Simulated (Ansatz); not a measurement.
# BaTiO3 (P1) in Ansatz: a series of runs, part 2 of 2

Ansatz 0.2.0. The steps go on from the part before.

### 3 Single point, PBE

input.yaml reads:

```yaml
crystal:
  lattice:
    - [3.9998, 0.0, 0.0]
    - [0.0, 3.9998, 0.0]
    - [0.0, 0.0, 8.036]
  atoms:
    - { symbol: Ba, position: [0.99933387, 0.00148967, 0.00205798] }
    - { symbol: Ba, position: [0.00066613, 0.99851033, 0.49794202] }
    - { symbol: Ti, position: [0.48935347, 0.49786156, 0.23992239] }
    - { symbol: Ti, position: [0.51064653, 0.50213844, 0.74207761] }
    - { symbol: O, position: [0.50279005, 0.50209599, 0.01077264] }
    - { symbol: O, position: [0.49720995, 0.49790401, 0.50522736] }
    - { symbol: O, position: [0.50567457, 0.00167772, 0.25809841] }
    - { symbol: O, position: [0.49432543, 0.99832228, 0.75690159] }
    - { symbol: O, position: [0.00776503, 0.499712, 0.26264036] }
    - { symbol: O, position: [0.99223497, 0.500288, 0.75235964] }
hamiltonian:
  xc: pbe
  pseudopotentials: { kind: paw }
kpoints:
  mp_grid: { grid: [7, 7, 4] }
scf:
  occupations: { method: fermi_dirac, width: 0.05 }
basis:
  ecutwfc: "500 eV"
output:
  forces: true
  stress: true
  eigenvalues: true
```

Potentials or basis: Ansatz PAW.

Started as:

```bash
> ansatz run input.yaml --threads 4 --pin off --max-ram 11264MiB --backend cpu --events-out ev --progress --plain --runs-dir out
```

Standard output:

```text
Warning: RAYON_NUM_THREADS=4 ignored (pool sized by the plan → 4); use --threads N
Engine: ansatz 0.2.0, x86_64-unknown-linux-gnu
Pseudopotentials: kind: paw
Pseudopotential: Ba, paw, valence charge 10, recommended cutoff 420 eV (normal), Ba.paw.azcp
Pseudopotential: Ti, paw, valence charge 12, recommended cutoff 420 eV (normal), Ti.paw.azcp
Pseudopotential: O, paw, valence charge 6, recommended cutoff 420 eV (normal), O.paw.azcp
Functional definition: PBE
  parameter kappa = 0.804
  parameter beta = 0.06672455060314922
  exchange = pbe_x(kappa = kappa, mu = beta*pi^2/3)
  correlation = pbe_c(beta = beta)
Crystal: 10 atoms, lattice volume = 128.563 Å³
Basis set: ecut = 500 eV, 3285 PW (Γ), exchange–correlation on 60×60×120 points (8 copies of the dense FFT grid, shifted against one another)
Bands: 50, of which v1, the nominal top of the filled ones, is band 40 counted from 1 (39 counted from 0)
Symmetry: 1 space group operations
Space group: P1 (ITA 1), of the structure as read, at distance tolerance 5.0e-5 Å
k-points: 99 of 196 (time reversal used)
Non-local potential: Ba, projectors of the file, l = 0: 3, l = 1: 2, l = 2: 2, l = 3: 2
Non-local potential: Ti, projectors of the file, l = 0: 3, l = 1: 2, l = 2: 3, l = 3: 1
Non-local potential: O, projectors of the file, l = 0: 2, l = 1: 2, l = 2: 1
PAW form: soft (Blöchl's): semilocal exchange-correlation on the pseudo side does not see the compensation charge
PAW one-centre angular grid: Ba, 194 points (default); XC on 64 Gauss nodes
PAW one-centre angular grid: Ti, 590 points (default); XC on 64 Gauss nodes
PAW one-centre angular grid: O, 110 points (default); XC on 64 Gauss nodes
Initial density: superposition of atomic densities (neutral atoms: chi_scale 0, normalization atom), corrected by the library's trained network
Initial wavefunctions: pseudopotential atomic-orbital guess
Functional: x = pbe(κ = 0.804, μ = 0.2195149727645171), c = pbe(β = 0.06672455060314922)
SCF iter   1: F=—  HF=-20319.152834 eV  |F-HF|=—  |Δ(HF+E_count)|=         —  Δρ=1.85e-3  dr2=3.15e-3  ethr=1.77e-3  ⟨swp⟩=7.2  Hψ=21248  notcnv=0
preconditioner: auto → Resta (q_TF=auto, 2.521 Å⁻¹)  ε∞=5.8  [insulator: Δε(μ)=2.027 eV  Ē_g=11.933 eV  σ=0.050 eV  W_gap=1.00  n_scr=38 (ndim 8)  ℏωp=26.2 eV  f_vac=0.000  D(μ)=0.00/eV (n_scr^D=0)  ε∞_Penn≈5.8]
SCF iter   2: F=—  HF=-20319.152205 eV  |F-HF|=—  |Δ(HF+E_count)|=   6.28e-4  Δρ=9.19e-4  dr2=7.24e-4  ethr=3.94e-6  ⟨swp⟩=2.0  Hψ=7164  notcnv=0  defer=1
SCF iter   3: F=—  HF=-20319.152449 eV  |F-HF|=—  |Δ(HF+E_count)|=   2.43e-4  Δρ=1.86e-4  dr2=5.91e-5  ethr=9.05e-7  ⟨swp⟩=2.2  Hψ=5858  notcnv=0
automatic band count: iteration 3 solves 49 bands in place of 50: the levels show a gap, and the empty bands left out lie too high to hold charge; the band table lists the bands solved (type scf.n_extra_bands for more)
SCF iter   4: F=—  HF=-20319.152589 eV  |F-HF|=—  |Δ(HF+E_count)|=   1.40e-4  Δρ=6.28e-5  dr2=8.68e-6  ethr=7.39e-8  ⟨swp⟩=2.8  Hψ=9574  notcnv=0
SCF iter   5: F=—  HF=-20319.152587 eV  |F-HF|=—  |Δ(HF+E_count)|=   1.21e-6  Δρ=1.78e-5  dr2=4.42e-7  ethr=1.09e-8  ⟨swp⟩=2.5  Hψ=7501  notcnv=0
SCF iter   6: F=-20319.152587 eV  HF=-20319.152587 eV  |F-HF|=3.29e-9  |Δ(HF+E_count)|=   1.28e-8  Δρ=4.36e-6  dr2=1.97e-8  ethr=1.25e-10  ⟨swp⟩=8.3  Hψ=21131  notcnv=0
SCF 1 converged in 6 iterations: F = -20319.152587 eV  dr2 = 1.97e-8
SCF converged after 6 iterations
Free energy (F): -20319.152587 eV
Harris-Foulkes:  -20319.152587 eV  (|F-HF|=3.29e-9)
Internal energy: -20319.152587 eV  (E = F + TS)
E sigma→0 (E₀):  -20319.152587 eV
Fermi energy:    11.298764 eV
--- Per-component energies (eV) ---
  E_band       = -281.920252
  E_kinetic    = 1940.255319
  E_local      = -4212.937649  (includes V_loc(G=0)·N_el)
  E_nonlocal   = 408.297270
  E_hartree    = 1646.695525
  E_xc         = -982.977564
  E_vxc        = -1092.344862  (∫ρ·V_xc dr)
  E_paw        = -13489.628092  (= ΣΔE_a)
  E_vpaw       = -618.593091  (= ΣTr[D̂ρ^β])
  E_aug_tail   = 0.006194  (compensation charges beyond the density's cutoff)
  E_ewald      = -5628.863590
  E_smearing   = -0.000000  (= −TS)
  E_closure    = 0.000000  (closes the sum)
  Σ components = -20319.152587   (vs F -20319.152587, Δ=0.00e0)
--- Forces (eV/Å), atoms counted from 1 ---
  atom   1  Ba    -0.02011091    -0.03398830    -0.20773229
  atom   2  Ba     0.01450952     0.03513924     0.03609256
  atom   3  Ti    -0.06492293    -0.02093958     0.96140682
  atom   4  Ti     0.07640687     0.02116130    -0.75325931
  atom   5  O     -0.06691103    -0.04587201    -0.32538544
  atom   6  O      0.09805357     0.05555907     0.90709160
  atom   7  O     -0.02519740    -0.00659689    -0.36132880
  atom   8  O      0.01929934    -0.00040654     0.06277041
  atom   9  O      0.07446781     0.02705530    -0.59046614
  atom  10  O     -0.10560732    -0.03111361     0.27083006
  max |Σ_I F_I| component: 1.95e-5 eV/Å
--- Stress (GPa, compression-positive) ---
        2.949319       0.015328       0.071139
        0.015328       2.321493      -0.003561
        0.071139      -0.003561       4.006682
  P = ⅓ Tr σ = 3.0925 GPa (30.925 kbar)
--- Band table (eV; the first three rows and the last of 99) ---
  k-point 0: bands = ["-46.1859", "-46.0983", "-22.4673", "-22.4196", "-22.4069", "-22.4057", "-22.3341", "-22.3219", "-14.4914", "-14.1665", "-6.7570", "-6.5773", "-5.9931", "-5.8586", "-5.8128", "-5.5999", "0.3264", "0.3326", "0.3787", "0.6680", "0.6714", "0.8930", "6.2730", "7.5465", "7.5562", "8.0099", "8.0156", "8.0237", "8.2836", "8.3253", "8.3624", "8.4283", "9.0351", "9.0577", "9.1491", "9.5722", "9.6156", "9.9756", "9.9900", "10.0174", "12.2633", "12.3682", "12.4942", "12.4978", "13.9772", "14.0089", "14.3944", "14.4873", "14.5307"]
  k-point 1: bands = ["-46.1859", "-46.0983", "-22.4617", "-22.4196", "-22.4122", "-22.4062", "-22.3341", "-22.3219", "-14.4864", "-14.1723", "-6.7111", "-6.5711", "-6.0134", "-5.8563", "-5.8154", "-5.6442", "0.3355", "0.3423", "0.4274", "0.6569", "0.6601", "0.8455", "6.5068", "7.6331", "7.6398", "7.7609", "7.9689", "7.9711", "8.3250", "8.3569", "8.4645", "8.5883", "8.9003", "8.9128", "9.0285", "9.6181", "9.6571", "9.6760", "9.9140", "9.9585", "12.2812", "12.3742", "12.7189", "12.7354", "13.7792", "13.8135", "14.3949", "14.4894", "14.9050"]
  k-point 2: bands = ["-46.1859", "-46.0983", "-22.4543", "-22.4199", "-22.4192", "-22.4062", "-22.3341", "-22.3219", "-14.4812", "-14.1783", "-6.6378", "-6.5914", "-6.0297", "-5.8535", "-5.8185", "-5.6935", "0.3453", "0.3523", "0.4917", "0.6450", "0.6477", "0.7832", "6.9808", "7.2521", "7.7994", "7.8149", "7.8423", "7.8540", "8.3915", "8.4102", "8.6477", "8.7255", "8.7437", "8.8325", "9.0032", "9.1231", "9.7053", "9.7428", "9.8124", "9.8702", "12.3118", "12.3470", "13.1521", "13.1713", "13.3672", "13.4379", "14.3952", "14.4892", "15.5005"]
  k-point 98: bands = ["-46.1849", "-46.0973", "-22.4681", "-22.4579", "-22.4138", "-22.4093", "-22.3821", "-22.3295", "-14.3759", "-14.0648", "-6.6521", "-6.2177", "-5.9230", "-5.7786", "-5.7177", "-5.6708", "0.2174", "0.2318", "0.3606", "0.6536", "0.6749", "0.8082", "6.2015", "6.3937", "6.6162", "6.7525", "7.3100", "7.4925", "7.5970", "7.6355", "7.8379", "7.9813", "8.2936", "8.7367", "9.1093", "9.3217", "9.3753", "9.4113", "9.5445", "10.0544", "12.9599", "13.8380", "13.8791", "13.8998", "13.9527", "14.2262", "15.1494", "15.8051", "16.5698"]
```

It took 8.8 s on 4 threads of Intel Xeon 6975P-C (Granite Rapids), shared host; peak memory 0.93 GiB.

What came out:

* Free energy: -20319.1526 eV
* Pressure: 3.1 GPa
* Largest force: 0.964 eV/Å
* Band gap on the k mesh: 2.05 eV

Forces in eV/Å, atoms in the order of the input:
```
Ba  -0.020 -0.034 -0.208
Ba   0.015  0.035  0.036
Ti  -0.065 -0.021  0.961
Ti   0.076  0.021 -0.753
O   -0.067 -0.046 -0.325
O    0.098  0.056  0.907
O   -0.025 -0.007 -0.361
O    0.019  0.000  0.063
O    0.074  0.027 -0.590
O   -0.106 -0.031  0.271
```

Stress tensor (GPa, compression positive):
```
2.95 0.02 0.07
0.02 2.32 0.00
0.07 0.00 4.01
```

Levels at points of the mesh, in eV from the valence-band top:
| k point | band 37 | band 38 | band 39 | band 40 | band 41 | band 42 | band 43 | band 44 |
| --- | --- | --- | --- | --- | --- | --- | --- | --- |
| (0.00, 0.00, 0.00) | -0.60 | -0.24 | -0.22 | -0.20 | 2.05 | 2.15 | 2.28 | 2.28 |
| (0.00, 0.00, -0.50) | -0.51 | -0.47 | -0.40 | -0.34 | 2.10 | 2.13 | 2.94 | 2.96 |

Caveat: odd divisions of the mesh miss points on the zone boundary, where band edges often lie, so the gap on the mesh can be too wide; spin-orbit coupling is left out, which moves the levels of the heavy elements.
